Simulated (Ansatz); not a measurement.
## W2C under changes of volume

One of the cells (12.729 Å³/atom); the others are scaled copies at fixed shape and fractional positions:

```
W C
1.0
     3.07005    0.00000    0.00000
    -1.53502    2.65874    0.00000
     0.00000    0.00000    4.67843
W C
2 1
Cartesian
  1.5350 0.8862 1.1868
  0.0000 1.7725 3.4917
  0.0000 0.0000 0.0000
```

The cell comes from a database or a generator and needn't be the stable form of this composition.

* Program: Ansatz 0.2.0
* Functional: LDA
* Potentials or basis: all-electron LAPW, scalar-relativistic
* Cutoff: 329 eV (chosen from the basis error)
* Basis error allowed: 0.002 eV/atom
* k mesh: 10 × 10 × 6
* Occupations: fermi-dirac, width 0.05 eV
* Spin: no spin polarisation

```tsv
volume (Å³/atom)	energy over the lowest point (meV/atom)	pressure (GPa)	largest force (eV/Å)
11.965	3.25	6.1	0.293
12.220	0.00	-1.9	0.085
12.475	8.79	-9.0	0.106
12.729	28.31	-15.4	0.282
12.984	57.44	-21.1	0.445
13.238	95.16	-26.2	0.595
13.493	?	?	?
```

**Question.** What does the run at 13.493 Å³/atom give?

**Answer.** Energy over the lowest point 140.56 meV/atom; pressure -30.8 GPa; largest force 0.734 eV/Å.

Worked out: A Birch-Murnaghan fit of order 3 (a polynomial in V^(-2/3)) to the other rows has its minimum at 12.16 Å³/atom with B0 = V·E''(V) = 370 GPa and B' = 4.3 at fixed shape and positions, which overstates the stiffness. It gives 140.72 meV/atom at 13.493 Å³/atom, against the run's 140.56, and -dE/dV = -30.9 GPa, against -30.8.

Energies are extrapolated to zero smearing.
